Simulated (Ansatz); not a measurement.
Here is an Ansatz 0.2.0 calculation.

The input input.yaml:

```yaml
crystal:
  lattice:
    - [-2.495898, 2.650863, 1.436947]
    - [2.495898, -2.650863, 1.436947]
    - [2.495898, 2.650863, -1.436947]
  atoms:
    - { symbol: Ge, position: [0.314057, 0.064057, 0.25] }
    - { symbol: Ge, position: [0.685943, 0.935943, 0.75] }
hamiltonian:
  xc: pbesol
  pseudopotentials: { kind: paw }
kpoints:
  mp_grid: { grid: [11, 11, 11] }
scf:
  occupations: { method: fermi_dirac, width: 0.05 }
output:
  forces: true
  stress: true
  eigenvalues: true
relax:
  f_tol: 0.01
  max_steps: 40
  cell: { stress_tol: 0.05, p_target: 10.0 }
```

Potentials or basis: Ansatz PAW.

Run with:

```console
$ ansatz run input.yaml --threads 2 --pin off --max-ram 5632MiB --backend cpu --events-out ev --progress --plain --runs-dir out
```

Estimate the relaxed volume.

16.61 Å³/atom.

Estimate the band gap on the k mesh.

none (metal or under the smearing width).

Predict the space group after relaxing (to 0.05 Å).

I4_1/amd (No. 141).

Step by step:
```tsv
step	energy change (eV)	largest force (eV/Å)	volume (Å³)
1	0.0000	0.0589	38.03
2	0.0786	0.0437	33.39
3	0.0863	0.0604	33.20
4	0.0867	0.0774	33.06
5	0.0733	0.0377	33.21
6	0.0715	0.0077	33.21
7	0.0721	0.0010	33.20
8	0.0713	0.0001	33.21
9	0.0724	0.0001	33.21
```

Caveat: the plane-wave basis is chosen anew once the cell has moved, so the energies of steps on either side of that aren't comparable; the PAW data sets come from PBE, with cores solved anew for the run's functional, which leaves a small shift of forces and pressure.
